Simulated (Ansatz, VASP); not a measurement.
# ZnSe (Stilleite) in two plane-wave programs

Wanted: the spread between two codes on one cell, functional and k mesh. The cell is taken from a series of VASP runs on this material, whose earlier steps may have relaxed, scaled or displaced it; both programs get it as it stands.

Calculated with Ansatz 0.2.0; plane waves, with VASP 6.6.1 beside it; relaxation of cell and atoms at LDA and zone-centre phonons at LDA.

## Step 1: Set-up

The structure is cubic, space group F-43m (No. 216). Conventional cell: a = 5.576 Å, b = 5.576 Å, c = 5.576 Å, α = 90.00°, β = 90.00°, γ = 90.00°. Nearest to Se lie 4 Zn at 2.41 Å. Nearest to Zn lie 4 Se at 2.41 Å. Farther neighbours and most contacts between anions are not listed.

Structure file:

```cif
data_structure
_symmetry_space_group_name_H-M 'F-43m'
_symmetry_Int_Tables_number 216
_cell_length_a 5.5758
_cell_length_b 5.5758
_cell_length_c 5.5758
_cell_angle_alpha 90.000
_cell_angle_beta 90.000
_cell_angle_gamma 90.000
_cell_volume 173.35
loop_
_atom_site_label
_atom_site_type_symbol
_atom_site_symmetry_multiplicity
_atom_site_Wyckoff_symbol
_atom_site_fract_x
_atom_site_fract_y
_atom_site_fract_z
_atom_site_occupancy
Se1 Se 4 c 0.25000 0.25000 0.25000 1
Zn1 Zn 4 a 0.00000 0.00000 0.00000 1
```

## Step 2: VASP: relaxation of cell and atoms, LDA

The relaxed volume is the usual yardstick between codes: its relative difference is about their pressure difference at one cell divided by the bulk modulus.

Lines of VASP's logs that name or quote its potential files are left out, and so is its time.

File INCAR:

```
SYSTEM = ZnSe
PREC = Accurate
ENCUT = 450
EDIFF = 1E-07
NELM = 100
ISMEAR = 0
SIGMA = 0.03
LREAL = .FALSE.
ALGO = Normal
GGA = CA
NBANDS = 15
LORBIT = 11
LWAVE = .FALSE.
LCHARG = .FALSE.
KPAR = 4
IBRION = 2
NSW = 50
ISIF = 3
EDIFFG = -0.002
```

File POSCAR:

```
ZnSe
1.0
    0.0000000000      2.7878797714      2.7878797714
    2.7878797714      0.0000000000      2.7878797714
    2.7878797714      2.7878797714      0.0000000000
Se Zn
1 1
Direct
    0.7500000000      0.7500000000      0.7500000000
    0.0000000000      0.0000000000      0.0000000000
```

File KPOINTS:

```
Automatic mesh
0
Gamma
10 10 10
0 0 0
```

Potentials, in the order of the species: Se and Zn (LDA family, release 64).

Started as:

```bash
$ mpirun -np 4 vasp_std
```

Numbers of over 12 decimals in the logs are rounded to 6 here.

The log of the run:

```text
[banner, memory and clock lines left out]
running    4 mpi-ranks, on    1 nodes
 distrk:  each k-point on    1 cores,    4 groups
 distr:  one band on    1 cores,    1 groups

 POSCAR found type information on POSCAR SeZn
 POSCAR found :  2 types and       2 ions
 LDA part: xc-table for (Slater(with rela. corr.)+CA(PZ))
 , standard interpolation
 POSCAR, INCAR and KPOINTS ok, starting setup
 FFT: planning ... GRIDC
 FFT: planning ... GRID_SOFT
 FFT: planning ... GRID
 WAVECAR not read
 entering main loop
       N       E                     dE             d eps       ncg     rms          rms(c)
DAV:   1     0.840761484847E+02    0.84076E+02   -0.82892E+03  1410   0.127E+03
DAV:   2    -0.229157608502E+01   -0.86368E+02   -0.81717E+02  1536   0.250E+02
DAV:   3    -0.763810634329E+01   -0.53465E+01   -0.53231E+01  1704   0.626E+01
DAV:   4    -0.768345666755E+01   -0.45350E-01   -0.45344E-01  1711   0.620E+00
DAV:   5    -0.768368574971E+01   -0.22908E-03   -0.22908E-03  1802   0.401E-01    0.525E+00
DAV:   6    -0.740352177299E+01    0.28016E+00   -0.59346E-01  1999   0.272E+01    0.396E+00
DAV:   7    -0.737739570861E+01    0.26126E-01   -0.16372E-01  1648   0.411E+00    0.164E+00
DAV:   8    -0.737297959255E+01    0.44161E-02   -0.35708E-03  2121   0.835E-01    0.426E-01
DAV:   9    -0.737242090316E+01    0.55869E-03   -0.95284E-04  1655   0.261E-01    0.590E-02
DAV:  10    -0.737243837475E+01   -0.17472E-04   -0.11680E-04  1821   0.116E-01    0.183E-02
DAV:  11    -0.737243135416E+01    0.70206E-05   -0.15448E-05  2101   0.646E-02    0.442E-03
DAV:  12    -0.737243140676E+01   -0.52601E-07   -0.25330E-06  1683   0.117E-02    0.119E-03
DAV:  13    -0.737243142958E+01   -0.22820E-07   -0.81455E-08  1041   0.253E-03
   1 F= -.73724314E+01 E0= -.73724314E+01  d E =-.737243E+01
 curvature:   0.00 expect dE= 0.000E+00 dE for cont linesearch  0.000E+00
 trial: gam= 0.00000 g(F)=  0.408E-45 g(S)=  0.850E-05 ort = 0.000E+00 (trialstep = 0.100E+01)
 search vector abs. value=  0.850E-05
 bond charge predicted
       N       E                     dE             d eps       ncg     rms          rms(c)
DAV:   1    -0.737255303906E+01   -0.12163E-03   -0.13552E-03  1732   0.756E-01    0.770E-02
DAV:   2    -0.737244958426E+01    0.10345E-03   -0.32860E-04  1739   0.501E-01    0.281E-02
DAV:   3    -0.737243695767E+01    0.12627E-04   -0.11744E-05  1621   0.382E-02    0.136E-02
DAV:   4    -0.737243352923E+01    0.34284E-05   -0.20330E-06  1760   0.201E-02    0.515E-03
DAV:   5    -0.737243310998E+01    0.41925E-06   -0.43738E-07  1948   0.111E-02    0.479E-04
DAV:   6    -0.737243311400E+01   -0.40206E-08   -0.99720E-08   821   0.354E-03
   2 F= -.73724331E+01 E0= -.73724331E+01  d E =-.168442E-05
 trial-energy change:   -0.000002  1 .order   -0.000003   -0.000009    0.000003
 step:   0.6033(harm=  0.7574)  dis= 0.00000  next Energy=    -7.372434 (dE=-0.230E-05)
 reached required accuracy - stopping structural energy minimisation
```

Parts of OUTCAR (step 2):

```text
ion  position               nearest neighbor table
   1  0.750  0.750  0.750-   2 2.41   2 2.41   2 2.41   2 2.41
   2  0.000  0.000  0.000-   1 2.41   1 2.41   1 2.41   1 2.41

  LATTYP: Found a face centered cubic cell.
 ALAT       =     5.5757595428

 Subroutine GETGRP returns: Found 24 space group operations
 (whereof 24 operations were pure point group operations)

The static configuration has the point symmetry T_d .

 Found     47 irreducible k-points:

   k-points           NKPTS =     47   k-points in BZ     NKDIM =     47   number of bands    NBANDS=     15

   dimension x,y,z NGX =    28 NGY =   28 NGZ =   28
   dimension x,y,z NGXF=    56 NGYF=   56 NGZF=   56

   ENCUT  =  450.0 eV  33.07 Ry    5.75 a.u.   6.82  6.82  6.82*2*pi/ulx,y,z

   NELECT =      18.0000    total number of electrons

 k-points in reciprocal lattice and weights: Automatic mesh
   0.00000000  0.00000000  0.00000000       0.001
   0.10000000  0.00000000  0.00000000       0.008
   0.20000000  0.00000000  0.00000000       0.008
   0.30000000  0.00000000  0.00000000       0.008
   0.40000000  0.00000000  0.00000000       0.008
   0.50000000  0.00000000  0.00000000       0.004
   0.10000000  0.10000000  0.00000000       0.006
   0.20000000  0.10000000  0.00000000       0.024
   0.30000000  0.10000000  0.00000000       0.024
[...]
-0.30000000  0.40000000  0.20000000       0.024
  -0.30000000  0.50000000  0.20000000       0.012

 average (electrostatic) potential at core
       1 -61.8340       2 -37.8815

 E-fermi :   2.1230

 k-point     1 :       0.0000    0.0000    0.0000
  band No.  band energies     occupation
    ...
      5      -4.5075      2.00000
      6      -4.5075      2.00000
      7       1.9573      2.00000
      8       1.9573      2.00000
      9       1.9573      2.00000
     10       3.2319      0.00000
     11       7.6423      0.00000
     12       7.6423      0.00000
     13       7.6423      0.00000
     14      11.7992      0.00000
    ...

 k-point     2 :       0.1000    0.0000    0.0000
  band No.  band energies     occupation
    ...
      5      -4.5087      2.00000
      6      -4.5087      2.00000
      7       0.9194      2.00000
      8       1.8454      2.00000
      9       1.8454      2.00000
     10       4.0331      0.00000
     11       7.5770      0.00000
     12       7.8261      0.00000
     13       7.8261      0.00000
     14      12.4434      0.00000
    ...

 k-point     3 :       0.2000    0.0000    0.0000
  band No.  band energies     occupation
    ...
      5      -4.5094      2.00000
      6      -4.5094      2.00000
      7      -0.5687      2.00000
      8       1.5801      2.00000
      9       1.5801      2.00000
     10       4.6257      0.00000
     11       7.9960      0.00000
     12       8.1887      0.00000
     13       8.1887      0.00000
     14      12.3359      0.00000
    ...

  Total        0.0034715      0.0034715      0.0034715      0.0000000      0.0000000      0.0000000
  in kB        0.1284434      0.1284434      0.1284434      0.0000000      0.0000000      0.0000000
  external PRESSURE =       0.1284434 kB  Pullay stress =       0.0000000 kB

  energy-cutoff  :      450.00
  volume of cell :       43.30
      direct lattice vectors                 reciprocal lattice vectors
     0.000000000  2.787150873  2.787150873    -0.179394666  0.179394666  0.179394666
     2.787150873  0.000000000  2.787150873     0.179394666 -0.179394666  0.179394666
     2.787150873  2.787150873 -0.000000000     0.179394666  0.179394666 -0.179394666

 POSITION                                       TOTAL-FORCE (eV/Angst)
 -----------------------------------------------------------------------------------
      4.18073      4.18073      4.18073         0.000000     -0.000000     -0.000000
      5.57430      2.78715      2.78715        -0.000000      0.000000      0.000000
 -----------------------------------------------------------------------------------
    total drift:                               -0.000001     -0.000001     -0.000001

  FREE ENERGIE OF THE ION-ELECTRON SYSTEM (eV)
  ---------------------------------------------------
  free  energy   TOTEN  =        -7.3724331140 eV

  energy  without entropy=       -7.3724331140  energy(sigma->0) =       -7.37243311

 reached required accuracy - stopping structural energy minimisation

 total charge
# of ion       s       p       d       tot
------------------------------------------
    1        1.440   2.440   0.035   3.915
    2        0.558   0.495   9.789  10.841
--------------------------------------------------
tot          1.998   2.935   9.824  14.757

[... 3 further parts left out ...]
```

The run keeps the 24 symmetry operations of its start, so it cannot find a distortion of lower symmetry.

## Step 3: Ansatz: relaxation of cell and atoms, LDA

Ansatz runs on its default PAW (the set named soft_2) files.

The same cell, functional (in two slightly different forms), mesh and smearing now go to Ansatz, which takes its cutoff from its data sets.

File input.yaml:

```yaml
crystal:
  lattice:
    - [0.0, 2.7878797714, 2.7878797714]
    - [2.7878797714, 0.0, 2.7878797714]
    - [2.7878797714, 2.7878797714, 0.0]
  atoms:
    - { symbol: Se, position: [0.75, 0.75, 0.75] }
    - { symbol: Zn, position: [0.0, 0.0, 0.0] }
hamiltonian:
  xc: lda
  pseudopotentials: { kind: paw }
kpoints:
  mp_grid: { grid: [10, 10, 10] }
scf:
  occupations: { method: gaussian, width: 0.03 }
relax:
  f_tol: 0.01
  max_steps: 60
  cell: { stress_tol: 0.05 }
output:
  forces: true
  stress: true
```

Started as:

```bash
$ ansatz run input.yaml --threads 4 --pin off --max-ram 9216MiB --backend cpu --events-out ev --progress --plain --runs-dir out
```

The log of the run:

```text
Engine: ansatz 0.2.0, aarch64-unknown-linux-gnu
Pseudopotentials: kind: paw
Pseudopotential: Se, paw, valence charge 16, recommended cutoff 420 eV (normal), Se.paw.azcp
Pseudopotential: Zn, paw, valence charge 12, recommended cutoff 420 eV (normal), Zn.paw.azcp
Functional definition: SPW92
  exchange = slater_x
  correlation = pw_c
Crystal: 2 atoms, lattice volume = 43.336 Å³
Basis set: ecut = 420 eV, 869 PW (Γ)
Bands: 18, of which v1, the nominal top of the filled ones, is band 14 counted from 1 (13 counted from 0)
Symmetry: 24 space group operations
Space group: F-43m (ITA 216), of the structure as read, at distance tolerance 3.5e-5 Å
k-points: 47 of 1000 (time reversal used)
Non-local potential: Se, projectors of the file, l = 0: 2, l = 1: 2, l = 2: 3, l = 3: 1
Non-local potential: Zn, projectors of the file, l = 0: 2, l = 1: 2, l = 2: 3, l = 3: 1
PAW form: soft (Blöchl's): semilocal exchange-correlation on the pseudo side does not see the compensation charge
PAW frozen core: Se, regenerated for the run's functional, and the local potential with it (the file was generated under x = pbe(κ = 0.804, μ = 0.219515), c = pbe(β = 0.066725))
PAW frozen core: Zn, regenerated for the run's functional, and the local potential with it (the file was generated under x = pbe(κ = 0.804, μ = 0.219515), c = pbe(β = 0.066725))
PAW one-centre angular grid: Se, 590 points (default); XC on 64 Gauss nodes
PAW one-centre angular grid: Zn, 590 points (default); XC on 64 Gauss nodes
Initial density: superposition of atomic densities (neutral atoms: chi_scale 0, normalization atom), corrected by the library's trained network
Initial wavefunctions: pseudopotential atomic-orbital guess
Functional: x = slater, c = lda
SCF iter   1: F=—  HF=-8630.853309 eV  |F-HF|=—  |Δ(HF+E_count)|=         —  Δρ=5.40e-3  dr2=7.14e-3  ethr=1.77e-3  ⟨swp⟩=5.9  Hψ=4368  notcnv=0
preconditioner: auto → none  [insulator: Δε(μ)=1.198 eV  Ē_g=12.101 eV  σ=0.030 eV  W_gap=1.00  n_scr=14 (ndim 8)  ℏωp=23.9 eV  f_vac=0.102  D(μ)=0.00/eV (n_scr^D=0)  ε∞_Penn≈4.9]
SCF iter   2: F=—  HF=-8630.851105 eV  |F-HF|=—  |Δ(HF+E_count)|=   2.20e-3  Δρ=2.03e-3  dr2=8.72e-4  ethr=2.55e-5  ⟨swp⟩=2.0  Hψ=1788  notcnv=0
SCF iter   3: F=—  HF=-8630.851000 eV  |F-HF|=—  |Δ(HF+E_count)|=   1.05e-4  Δρ=1.45e-3  dr2=3.98e-4  ethr=3.11e-6  ⟨swp⟩=2.0  Hψ=1311  notcnv=0
SCF iter   4: F=—  HF=-8630.850895 eV  |F-HF|=—  |Δ(HF+E_count)|=   1.05e-4  Δρ=2.59e-4  dr2=2.38e-5  ethr=1.42e-6  ⟨swp⟩=2.0  Hψ=1220  notcnv=0
SCF iter   5: F=—  HF=-8630.850886 eV  |F-HF|=—  |Δ(HF+E_count)|=   8.95e-6  Δρ=2.04e-5  dr2=1.87e-7  ethr=8.50e-8  ⟨swp⟩=2.0  Hψ=1237  notcnv=0
SCF iter   6: F=-8630.850886 eV  HF=-8630.850886 eV  |F-HF|=2.99e-8  |Δ(HF+E_count)|=   5.56e-8  Δρ=5.13e-6  dr2=7.18e-9  ethr=3.57e-10  ⟨swp⟩=4.9  Hψ=3238  notcnv=0
SCF 1 converged in 6 iterations: F = -8630.850886 eV  dr2 = 7.18e-9
  greatest PAW one-centre occupation: 1.000 electrons in one spin orbital (limit 2), on the Se atom at site 0 (counted from 0), in its partial waves of l = 2
relax step   1: F+E_penalty+E_count = -8630.85088622 eV  Δ(F+E_penalty+E_count) = +0.000e0 eV  max|allowed force component| = 1.434e-16 eV/Å  Δτ_max = 0.0000 Å  P = -0.318 GPa  Ω = 43.336 Å³  (6 SCF iters, dr2 threshold 1.00e-7 eV, accepted)
[...]
relax step   2: F+E_penalty+E_count = -8630.85110831 eV  Δ(F+E_penalty+E_count) = -2.221e-4 eV  max|allowed force component| = 6.129e-17 eV/Å  Δτ_max = 0.0000 Å  P = -0.087 GPa  Ω = 43.195 Å³  energy of the carried Pulay correction = +4.261e-5 eV  (4 SCF iters, dr2 threshold 2.00e-7 eV, accepted)
[...]
relax step   3: F+E_penalty+E_count = -8630.85113859 eV  Δ(F+E_penalty+E_count) = -3.028e-5 eV  max|allowed force component| = 5.146e-17 eV/Å  Δτ_max = 0.0000 Å  P = +0.001 GPa  Ω = 43.142 Å³  energy of the carried Pulay correction = +5.861e-5 eV  (4 SCF iters, dr2 threshold 1.89e-8 eV, accepted)
[...]
relax step   4: F+E_penalty+E_count = -8630.85107198 eV  Δ(F+E_penalty+E_count) = +6.661e-5 eV  max|allowed force component| = 5.667e-17 eV/Å  Δτ_max = 0.0000 Å  P = +0.001 GPa  Ω = 43.142 Å³  stress off target by 1.01e-3 GPa  SCF on the basis re-selected at this cell (its energy is not comparable with the rows above)  (5 SCF iters)
basis re-selected at this cell: Δ(F+E_penalty+E_count) = +6.661e-5 eV, ΔP = +0.000 GPa vs the last step (what re-selecting the basis moved, of the pressure what is left beyond the Pulay correction that the steps carried, after the strain that the cell walked since its last selection, with what the two solves' SCF thresholds leave and, on support functions, any second-order correction that the steps lacked; it is no m [...]
SCF converged after 5 iterations
Free energy (F): -8630.851072 eV
Harris-Foulkes:  -8630.851072 eV  (|F-HF|=1.82e-12)
Internal energy: -8630.851072 eV  (E = F + TS)
E sigma→0 (E₀):  -8630.851072 eV
Fermi energy:    7.833457 eV
--- Per-component energies (eV) ---
  E_band       = -377.485611
  E_kinetic    = 252.133795
  E_local      = -4322.815828  (includes V_loc(G=0)·N_el)
  E_nonlocal   = 27.333443
  E_hartree    = 2001.321402
  E_xc         = -239.797894
  E_vxc        = -152.904083  (∫ρ·V_xc dr)
  E_paw        = -3582.886781  (= ΣΔE_a)
  E_vpaw       = -183.874681  (= ΣTr[D̂ρ^β])
  E_aug_tail   = -0.000959  (compensation charges beyond the density's cutoff)
  E_ewald      = -2769.912752
  E_core_change = 3.774504  (= ΣΔE_core)
  E_smearing   = -0.000000  (= −TS)
  E_closure    = -0.000000  (closes the sum)
  Σ components = -8630.851072   (vs F -8630.851072, Δ=0.00e0)
--- Forces (eV/Å), atoms counted from 1 ---
  atom   1  Se     0.00000000    -0.00000000    -0.00000000
  atom   2  Zn    -0.00000000     0.00000000     0.00000000
  max |Σ_I F_I| component: 8.10e-17 eV/Å
--- Stress (GPa, compression-positive) ---
        0.001011       0.000000       0.000000
        0.000000       0.001011       0.000000
        0.000000       0.000000       0.001011
  P = ⅓ Tr σ = 0.0010 GPa (0.010 kbar)
--- Relaxed structure (3 steps of the walk, 3 accepted, 1 SCFs on fresh bases) ---
  F+E_penalty+E_count = -8630.85107198 eV   max|allowed force component| = 5.667e-17 eV/Å   (the final SCF, on the basis selected at the relaxed cell)
  cell:  # Å, volume = 43.1417 Å³
    - [0, 2.783701, 2.783701]
    - [2.783701, 0, 2.783701]
    - [2.783701, 2.783701, 0]
  atoms:
    - { symbol: Se, position: [0.750000, 0.750000, 0.750000] }
    - { symbol: Zn, position: [0, 0, 0] }
```

The job ended after 3.4 s (4 threads of Arm Neoverse V1, shared host; peak memory 0.37 GiB).

## Step 4: Differences

Known differences besides the potentials themselves: the two LDA forms differ slightly; both relaxations stop at a tolerance, which leaves soft axes loose, and VASP keeps its plane-wave basis; the data sets hold 28 valence electrons in Ansatz (default PAW (the set named soft_2) files) and 18 in VASP; the cutoff is 420 eV in Ansatz and 450 eV in VASP; VASP's log shows a relativistic correction to its local exchange, Ansatz's none; Ansatz adds a Pulay correction to the stress that steers its cell, VASP none. Total energies have different zeros and are not compared.

Both answers:

```
                                         quantity  Ansatz   VASP  difference
                                      volume (Å³)   43.14  43.30     -0.37 %
edge a after relaxation, in the typed setting (Å)   3.937  3.942     -0.12 %
```

The walks stopped with 0.00 GPa left in Ansatz and 0.01 GPa in VASP; each walk ends within a tolerance, so the volume difference is uncertain by about these residues over the bulk modulus, most in soft cells.

(Continued in part 2 of 2.)

[Lines on the potential files, build, host, timing and source positions are cut from VASP's logs without a mark.]

[Logs are printed without paths, hosts, clocks, repeated set-up lines and the standing remarks that a program may print on its own settings, such as how far it seeks lower states.]

[Hosts, paths, dates, database ids (printed as entryN), source tags and the programs' standing remarks are cut or masked in the printed files.]
